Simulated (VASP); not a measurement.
# Na in VASP: convergence with PREC

Aim: find how far PREC must go before the results for Na settle, at LDA. This setting moves, with any that are tied to it; all else stays.

All numbers are computed with VASP 6.6.1; they aren't measurements. Logs are shortened: lines on timing, memory, paths and dates and some standing lists are left out, and cuts for length are marked.

### 1 The structure

The cell holds a slab with vacuum, 4 atoms: a = 3.753 Å, b = 3.753 Å, c = 24.212 Å, α = 90.00°, β = 90.00°, γ = 60.41°.

The slab is cut from a database's or a generator's crystal, which needn't be the stable form of the element.

### 2 With PREC Low

INCAR

```
PREC = Low
ENCUT = 520
EDIFF = 1E-6
ISMEAR = 0
SIGMA = 0.02
LREAL = F
LASPH = T
NELM = 80
ALGO = Normal
ISIF = 2
LWAVE = F
LCHARG = F
NBANDS = 22
```

KPOINTS

```
regular mesh
0
Gamma
  6 6 1
```

POSCAR

```
Na
1.0
    3.7532005932      0.0000000000      0.0000000000
    1.8531458989      3.2637960981      0.0000000000
    0.0000000000      0.0000000000     24.2119172620
Na
4
Direct
    0.3389113921      0.3389113921      0.3097648120
    0.6778227842      0.6778227842      0.4365882707
    0.0167341763      0.0167341763      0.5634117293
    0.3556455685      0.3556455685      0.6902351880
```

Potentials or basis: VASP PAW LDA potentials, release 64 (Na_pv).

On the command line:

```sh
$ cat potpaw_LDA.64/Na_pv/POTCAR > POTCAR
$ mpirun -np 1 vasp_std > vasp.out
```

OUTCAR:

```text
PREC = Low
   ENCUT = 520
   EDIFF = 1E-6
   ISMEAR = 0
   LREAL = F
   LASPH = T
   NELM = 80
   ISIF = 2

 Found     13 irreducible k-points:

 Following reciprocal coordinates:
            Coordinates               Weight
  0.000000  0.000000  0.000000      1.000000
  0.166667  0.000000  0.000000      4.000000
  0.333333 -0.000000  0.000000      4.000000
  0.500000  0.000000  0.000000      2.000000
  0.166667  0.166667  0.000000      2.000000
  0.333333  0.166667  0.000000      4.000000
   k-points           NKPTS =     13   k-points in BZ     NKDIM =     13   number of bands    NBANDS=     22
   number of dos      NEDOS =    301   number of ions     NIONS =      4
   total plane-waves  NPLWV =  80640
   dimension x,y,z NGX =    24 NGY =   24 NGZ =  140
   dimension x,y,z NGXF=    24 NGYF=   24 NGZF=  140
   ions per type =               4
   NGX,Y,Z   is equivalent  to a cutoff of  10.63, 10.63,  9.61 a.u.
   NGXF,Y,Z  is equivalent  to a cutoff of  10.63, 10.63,  9.61 a.u.
 SYSTEM =  unknown system
   PREC   = low       normal or accurate (medium, high low for compatibility)
   ISTART =      0    job   : 0-new  1-cont  2-samecut
   ICHARG =      2    charge: 1-file 2-atom 10-const
   ISPIN  =      1    spin polarized calculation?
   LNONCOLLINEAR =      F non collinear calculations
   LSORBIT =      F    spin-orbit coupling
   LASPH  =      T    aspherical Exc in radial PAW
   ENCUT  =  520.0 eV  38.22 Ry    6.18 a.u.   6.98  6.98 45.02*2*pi/ulx,y,z
   NELM   =     80;   NELMIN=  2; NELMDL= -5     # of ELM steps
   EDIFF  = 0.1E-05   stopping-criterion for ELM
   LREAL  =      F    real-space projection
   EDIFFG = 0.1E-04   stopping-criterion for IOM
   NSW    =      0    number of steps for IOM
   IBRION =     -1    ionic relax: 0-MD 1-quasi-New 2-CG
   NFREE  =      0    steps in history (QN), initial steepest desc. (CG)
   ISIF   =      2    stress and relaxation
   ISYM   =      2    0-nonsym 1-usesym 2-fastsym
   POTIM  = 0.5000    time-step for ionic-motion
   TEBEG  =    0.0;   TEEND  =   0.0 temperature during run
   PSTRESS=    0.0 pullay stress
   NELECT =      28.0000    total number of electrons
   NUPDOWN=      -1.0000    fix difference up-down
   EMIN   =  10.00;   EMAX   =-10.00  energy-range for DOS
   EFERMI =   0.00;   METHOD = LEGACY
   ISMEAR =     0;   SIGMA  =   0.02  broadening in eV -4-tet -1-fermi 0-gaus
   EFERMI_NEDOS =   21; number of points for ismear=-14 and -15
   IALGO  =     38    algorithm
   IMIX   =      4    mixing-type and parameters
     AMIX     =   0.40;   BMIX     =  1.00
     AMIX_MAG =   1.60;   BMIX_MAG =  1.00
  volume/ion in A,a.u.               =      74.15       500.37
  Fermi-wavevector in a.u.,A,eV,Ry     =   0.745435  1.408667  7.560386  0.555673
  Thomas-Fermi vector in A             =   1.841021
   LORBIT       =      0    0 simple, 1 ext, 2 COOP (PROOUT), +10 PAW based schemes
   GGA     = CA    functional components
   LHFCALC =     F    Hartree Fock is set to
   AEXX    =    0.0000 exact exchange contribution
   IVDW    =     0    specifies the selected vdW correction
   LEPSILON=     F    determine dielectric tensor
   LRPA    =     F    only Hartree local field effects (RPA)
 non-spin polarized calculation
 Gauss-broadening in eV      SIGMA  =   0.02
  energy-cutoff  :      520.00
  volume of cell :      296.59
 maximum number of plane-waves:      8021
   NGX = 13   NGY = 13   NGZ = 91

 number of electron      27.9999293 magnetization

 Free energy of the ion-electron system (eV)
  ---------------------------------------------------
  ext. energy  EPLUGINS =         0.00000000
  ---------------------------------------------------
  free energy    TOTEN  =        -5.34280043 eV

  energy without entropy =       -5.34009506  energy(sigma->0) =       -5.34144775

 E-fermi :  -1.4929     XC(G=0):  -4.0093

 val. band max:       -1.4987875550   @ k =   0.3333  -0.0000   0.0000
 cond. band min:      -1.4794606661   @ k =   0.3333   0.3333   0.0000
 fundamental gap:      0.0193268889
 Fermi energy:        -1.4928522733

 k-point     1 :       0.0000    0.0000    0.0000
  band No.  band energies     occupation
      1     -26.6523      2.00000
      2     -26.6512      2.00000
      3     -26.6278      2.00000
      4     -26.6274      2.00000
      5     -26.6267      2.00000
      6     -26.6265      2.00000
[... 14 lines left out ...]
     21       2.4112      0.00000
     22       4.3713      0.00000

 k-point     2 :       0.1667    0.0000    0.0000
  band No.  band energies     occupation
      1     -26.6514      2.00000
      2     -26.6504      2.00000
      3     -26.6338      2.00000
      4     -26.6329      2.00000
      5     -26.6292      2.00000
      6     -26.6281      2.00000
[... 14 lines left out ...]
     21       2.7868      0.00000
     22       4.6399      0.00000

 k-point     3 :       0.3333   -0.0000    0.0000
  band No.  band energies     occupation
      1     -26.6497      2.00000
      2     -26.6487      2.00000
      3     -26.6464      2.00000
      4     -26.6455      2.00000
      5     -26.6322      2.00000
      6     -26.6312      2.00000
[... 14 lines left out ...]
     21       2.7909      0.00000
     22       3.0663      0.00000

 k-point     4 :       0.5000    0.0000    0.0000
  band No.  band energies     occupation
      1     -26.6527      2.00000
      2     -26.6518      2.00000
      3     -26.6489      2.00000
      4     -26.6478      2.00000
      5     -26.6337      2.00000
      6     -26.6327      2.00000
[... 14 lines left out ...]
     21       2.5744      0.00000
     22       2.6079      0.00000

 k-point     5 :       0.1667    0.1667    0.0000
  band No.  band energies     occupation
      1     -26.6514      2.00000
      2     -26.6503      2.00000
      3     -26.6342      2.00000
      4     -26.6332      2.00000
      5     -26.6290      2.00000
      6     -26.6281      2.00000
[... 14 lines left out ...]
     21       2.7920      0.00000
     22       4.6584      0.00000

 k-point     6 :       0.3333    0.1667    0.0000
  band No.  band energies     occupation
      1     -26.6501      2.00000
      2     -26.6490      2.00000
      3     -26.6426      2.00000
      4     -26.6416      2.00000
      5     -26.6325      2.00000
      6     -26.6315      2.00000
[... 14 lines left out ...]
     21       3.3642      0.00000
     22       3.7016      0.00000

 [... further k-points ...]
[... 5 lines left out ...]
  --------------------------------------------------------------------------------------
  -------------------------------------------------------------------------------------
  Total       -1.0240667     -0.9847660     -0.5550168     -0.0346086     -0.0039396     -0.0067672
  in kB       -5.5320343     -5.3197308     -2.9982149     -0.1869566     -0.0212819     -0.0365567
  external PRESSURE =      -4.6166600 kB  Pullay stress =       0.0000000 kB

 VOLUME and BASIS-vectors are now :
 -----------------------------------------------------------------------------
  energy-cutoff  :      520.00
  volume of cell :      296.59
      direct lattice vectors                 reciprocal lattice vectors
     3.753200593  0.000000000  0.000000000     0.266439263 -0.151281150  0.000000000
     1.853145899  3.263796098  0.000000000     0.000000000  0.306391689  0.000000000
     0.000000000  0.000000000 24.211917262     0.000000000  0.000000000  0.041301975

 POSITION                                       TOTAL-FORCE (eV/Angst)
 -----------------------------------------------------------------------------------
      1.90005      1.10614      7.50000        -0.003156     -0.001837      0.047286
      3.80011      2.21228     10.57064        -0.009234     -0.005375      0.094217
      0.09382      0.05462     13.64128         0.009234      0.005375     -0.094217
      1.99387      1.16075     16.71192         0.003156      0.001837     -0.047286
 -----------------------------------------------------------------------------------
    total drift:                                0.001368      0.000796     -0.000743

  FREE ENERGIE OF THE ION-ELECTRON SYSTEM (eV)
  ---------------------------------------------------
  free  energy   TOTEN  =        -5.3428004333 eV

  energy  without entropy=       -5.3400950585  energy(sigma->0) =       -5.34144775
```

stdout:

```text
POSCAR found type information on POSCAR Na
 POSCAR found :  1 types and       4 ions
 scaLAPACK will be used
 LDA part: xc-table for (Slater(with rela. corr.)+CA(PZ))
 , standard interpolation
 POSCAR, INCAR and KPOINTS ok, starting setup
 FFT: planning ... GRIDC
 FFT: planning ... GRID_SOFT
 FFT: planning ... GRID
 WAVECAR not read
 entering main loop
```

Wall time 46 s (1 thread of Intel Xeon Platinum 8259CL at 2.50GHz (Skylake/Cascade Lake), shared host); peak memory 0.19 GiB.

What came out:

```
Free energy            : -5.3428 eV
Largest force          : 0.095 eV/Å
Band gap on the k mesh : none (metal or under the smearing width)
```

### 3 With PREC Medium

Changes to INCAR since step 2:

```diff
@@ -1,2 +1,2 @@
-PREC = Low
+PREC = Medium
 ENCUT = 520
```

KPOINTS is that of step 2.

POSCAR is that of step 2.

Potentials or basis: VASP PAW LDA potentials, release 64 (Na_pv).

On the command line:

```sh
$ cat potpaw_LDA.64/Na_pv/POTCAR > POTCAR
$ mpirun -np 1 vasp_std > vasp.out
```

Wall time 45 s (1 thread of Intel Xeon Platinum 8259CL at 2.50GHz (Skylake/Cascade Lake), shared host); peak memory 0.18 GiB.

Results:

```
Free energy            : -5.3430 eV
Largest force          : 0.061 eV/Å
Band gap on the k mesh : none (metal or under the smearing width)
```

### 4 With PREC Single

Changes to INCAR since step 3:

```diff
@@ -1,2 +1,2 @@
-PREC = Medium
+PREC = Single
 ENCUT = 520
```

KPOINTS is that of step 3.

POSCAR is that of step 3.

On the command line:

```sh
$ cat potpaw_LDA.64/Na_pv/POTCAR > POTCAR
$ mpirun -np 1 vasp_std > vasp.out
```

Run time: 80 s. Hardware: 1 thread of Intel Xeon Platinum 8259CL at 2.50GHz (Skylake/Cascade Lake), shared host; peak memory 0.21 GiB.

What came out:

* Free energy: -5.3429 eV
* Largest force: 0.085 eV/Å
* Band gap on the k mesh: none (metal or under the smearing width)

### 5 With PREC Normal

Changes to INCAR since step 4:

```diff
@@ -1,2 +1,2 @@
-PREC = Single
+PREC = Normal
 ENCUT = 520
```

KPOINTS is that of step 4.

POSCAR is that of step 4.

On the command line:

```sh
$ cat potpaw_LDA.64/Na_pv/POTCAR > POTCAR
$ mpirun -np 1 vasp_std > vasp.out
```

It took 48 s on 1 thread of Intel Xeon Platinum 8259CL at 2.50GHz (Skylake/Cascade Lake), shared host; peak memory 0.23 GiB.

Results:

| Property | Result |
| --- | --- |
| Free energy | -5.3435 eV |
| Largest force | 0.077 eV/Å |
| Band gap on the k mesh | none (metal or under the smearing width) |

### 6 With PREC High

Changes to INCAR since step 5:

```diff
@@ -1,2 +1,2 @@
-PREC = Normal
+PREC = High
 ENCUT = 520
```

KPOINTS is that of step 5.

POSCAR is that of step 5.

Potentials or basis: VASP PAW LDA potentials, release 64 (Na_pv).

On the command line:

```sh
$ cat potpaw_LDA.64/Na_pv/POTCAR > POTCAR
$ mpirun -np 1 vasp_std > vasp.out
```

It took 80 s on 1 thread of Intel Xeon Platinum 8259CL at 2.50GHz (Skylake/Cascade Lake), shared host; peak memory 0.21 GiB.

What came out:

| Item | Value |
| --- | --- |
| Free energy | -5.3434 eV |
| Largest force | 0.072 eV/Å |
| Band gap on the k mesh | none (metal or under the smearing width) |

### 7 With PREC Accurate

Changes to INCAR since step 6:

```diff
@@ -1,2 +1,2 @@
-PREC = High
+PREC = Accurate
 ENCUT = 520
```

KPOINTS is that of step 6.

POSCAR is that of step 6.

On the command line:

```sh
$ cat potpaw_LDA.64/Na_pv/POTCAR > POTCAR
$ mpirun -np 1 vasp_std > vasp.out
```

Run time: 84 s. Hardware: 1 thread of Intel Xeon Platinum 8259CL at 2.50GHz (Skylake/Cascade Lake), shared host; peak memory 0.29 GiB.

It converged, with:

| Property | Result |
| --- | --- |
| Free energy | -5.3435 eV |
| Largest force | 0.079 eV/Å |
| Band gap on the k mesh | none (metal or under the smearing width) |

### 8 Summary

| PREC | energy less the tightest run, at zero smearing (meV/atom) | largest force (eV/Å) | SCF cycles | CPU time (s) | peak memory (GiB) |
| --- | --- | --- | --- | --- | --- |
| Low | 0.18 | 0.095 | 19 | 45 | 0.19 |
| Medium | 0.14 | 0.061 | 19 | 45 | 0.18 |
| Single | 0.16 | 0.085 | 19 | 80 | 0.21 |
| Normal | -0.01 | 0.077 | 19 | 47 | 0.23 |
| High | 0.03 | 0.072 | 19 | 80 | 0.21 |
| Accurate | 0.00 | 0.079 | 19 | 83 | 0.29 |

Against the tightest run, the energy stays within 1 meV/atom from Low on. Not settled before the last step: the largest force (to 0.005 eV/Å). The tightest run that finished is the yardstick and may itself not be fully converged.
